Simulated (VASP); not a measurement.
VASP 6.6.1 run: NaH

INCAR

```
ISMEAR = -1
ISIF = 2
LREAL = .FALSE.
ENCUT = 520
ISYM = -1
GGA = PE
SIGMA = 0.02
NELM = 99
IBRION = -1
NSW = 0
LCHARG = .FALSE.
PREC = Accurate
LWAVE = .FALSE.
LASPH = .TRUE.
EDIFF = 1E-7
NBANDS = 11
```

KPOINTS

```
KPOINTS created by Atomic Simulation Environment
0
Gamma
4 4 4
0 0 0
```

POSCAR

```
Na H
 1.0000000000000000
     0.0389538158000000    2.5969210560999998    2.5969210560999998
     2.5969210560999998    0.0389538158000000    2.5969210560999998
     2.6358748719000000    2.6358748719000000    0.0000000000000000
 Na  H
   1   1
Cartesian
 -0.0000000000000000  0.0000000000000000  0.0150851724956388
  1.3179374359499996  1.3179374359499996  1.2833753555543610
```

The recommended PBE PAW datasets give the neutral cell 8 valence electrons.

Command

```
mpirun -np 1 vasp_std
```

OSZICAR

```
N       E                     dE             d eps       ncg     rms          rms(c)
DAV:   1     0.347674859096E+02    0.34767E+02   -0.45086E+03  1408   0.721E+02
DAV:   2    -0.411335556085E+01   -0.38881E+02   -0.38362E+02  1447   0.181E+02
DAV:   3    -0.552364966260E+01   -0.14103E+01   -0.14086E+01  1702   0.335E+01
DAV:   4    -0.553473105711E+01   -0.11081E-01   -0.11080E-01  1549   0.304E+00
DAV:   5    -0.553485246416E+01   -0.12141E-03   -0.12141E-03  1615   0.331E-01    0.354E+00
DAV:   6    -0.508343398326E+01    0.45142E+00   -0.48709E-01  1915   0.260E+00    0.158E+00
DAV:   7    -0.497635804999E+01    0.10708E+00   -0.44484E-01  1624   0.209E+00    0.413E-01
DAV:   8    -0.498805901690E+01   -0.11701E-01   -0.22264E-02  1456   0.100E+00    0.999E-02
DAV:   9    -0.498824393089E+01   -0.18491E-03   -0.23740E-03  1552   0.371E-01    0.233E-02
DAV:  10    -0.498824156726E+01    0.23636E-05   -0.10606E-04  1537   0.853E-02    0.767E-03
DAV:  11    -0.498826976014E+01   -0.28193E-04   -0.45658E-05  1534   0.261E-02    0.827E-03
DAV:  12    -0.498826886953E+01    0.89061E-06   -0.45492E-06  1555   0.835E-03    0.837E-04
DAV:  13    -0.498826892604E+01   -0.56507E-07   -0.20625E-07  1549   0.246E-03
   1 F= -.49882689E+01 E0= -.49882689E+01  d E =-.511842E-12
```

From OUTCAR

```
k-points           NKPTS =     64   k-points in BZ     NKDIM =     64   number of bands    NBANDS=     11

   NELECT =       8.0000    total number of electrons

   dimension x,y,z NGX =    28 NGY =   28 NGZ =   28
   dimension x,y,z NGXF=    56 NGYF=   56 NGZF=   56

  energy-cutoff  :      520.00
  volume of cell :       35.02
      direct lattice vectors                 reciprocal lattice vectors
     0.038953816  2.596921056  2.596921056    -0.195467711  0.195467711  0.192535695
     2.596921056  0.038953816  2.596921056     0.195467711 -0.195467711  0.192535695
     2.635874872  2.635874872  0.000000000     0.189690340  0.189690340 -0.192535695

 k-points in reciprocal lattice and weights: KPOINTS created by Atomic Simulation Env
   0.00000000  0.00000000  0.00000000       0.016
   0.25000000  0.00000000  0.00000000       0.016
   0.50000000  0.00000000  0.00000000       0.016
  -0.25000000  0.00000000  0.00000000       0.016
   0.00000000  0.25000000  0.00000000       0.016
   0.25000000  0.25000000  0.00000000       0.016
   0.50000000  0.25000000  0.00000000       0.016
  -0.25000000  0.25000000  0.00000000       0.016
   ...

 E-fermi :  -1.3656

 k-point     1 :       0.0000    0.0000    0.0000
  band No.  band energies     occupation
      1     -23.8821      2.00000
      2     -23.8806      2.00000
      3     -23.8793      2.00000
      4      -4.7273      2.00000
      5       6.3273      0.00000
      6      11.1698      0.00000
      7      11.4405      0.00000
      8      11.7428      0.00000
      9      13.7874      0.00000
     10      14.1331      0.00000
     11      14.4657      0.00000

 k-point     2 :       0.2500    0.0000    0.0000
  band No.  band energies     occupation
      1     -23.9065      2.00000
      2     -23.8847      2.00000
      3     -23.8824      2.00000
      4      -3.8796      2.00000
      5       4.1767      0.00000
      6       9.6140      0.00000
      7      10.5798      0.00000
      8      10.8826      0.00000
      9      13.6658      0.00000
     10      13.7990      0.00000
     11      14.8633      0.00000

 k-point     3 :       0.5000    0.0000    0.0000
  band No.  band energies     occupation
      1     -23.9311      2.00000
      2     -23.8883      2.00000
      3     -23.8855      2.00000
      4      -2.5434      2.00000
      5       1.7946      0.00000
      6       8.7304      0.00000
      7      10.4910      0.00000
      8      10.6908      0.00000
      9      12.0577      0.00000
     10      12.2992      0.00000
     11      13.7088      0.00000

 k-point     4 :      -0.2500    0.0000    0.0000
  band No.  band energies     occupation
      1     -23.9065      2.00000
      2     -23.8847      2.00000
      3     -23.8824      2.00000
      4      -3.8796      2.00000
      5       4.1767      0.00000
      6       9.6140      0.00000
      7      10.5798      0.00000
      8      10.8826      0.00000
      9      13.6658      0.00000
     10      13.7990      0.00000
     11      14.8633      0.00000

 k-point     5 :       0.0000    0.2500    0.0000
  band No.  band energies     occupation
      1     -23.9065      2.00000
      2     -23.8847      2.00000
      3     -23.8824      2.00000
      4      -3.8796      2.00000
      5       4.1767      0.00000
      6       9.6140      0.00000
      7      10.5798      0.00000
      8      10.8826      0.00000
      9      13.6658      0.00000
     10      13.7990      0.00000
     11      14.8633      0.00000

 ...

  Total        0.0509046      0.0509046      0.0465778     -0.0892863      0.0000437      0.0000444
  in kB        2.3289429      2.3289440      2.1309876     -4.0849511      0.0020010      0.0020293
  external PRESSURE =       2.2629582 kB  Pullay stress =       0.0000000 kB

 POSITION                                       TOTAL-FORCE (eV/Angst)
 -----------------------------------------------------------------------------------
      2.63587      2.63587      0.01509        -0.000014     -0.000014     -0.000177
      1.31794      1.31794      1.28338         0.000014      0.000014      0.000177
 -----------------------------------------------------------------------------------
    total drift:                               -0.000022     -0.000022     -0.000447

  FREE ENERGIE OF THE ION-ELECTRON SYSTEM (eV)
  ---------------------------------------------------
  free  energy   TOTEN  =        -4.9882689260 eV

  energy  without entropy=       -4.9882689260  energy(sigma->0) =       -4.98826893
```

It converged. Results: gap between bands v and c on the k mesh 3.54 eV; least direct gap on the k mesh 4.29 eV; pressure 0.2 GPa. Band v is the last that the valence electrons fill when counted band by band, and c is the next.

For comparison, a separate PBE run of the intended cell, on usual settings and not on those above, gives a gap of 3.54 eV on its mesh and a pressure of 0.2 GPa.

The run above took about 8.8 s on one core of a shared host (Intel Xeon 6975P-C) and held 0.16 GiB at most.
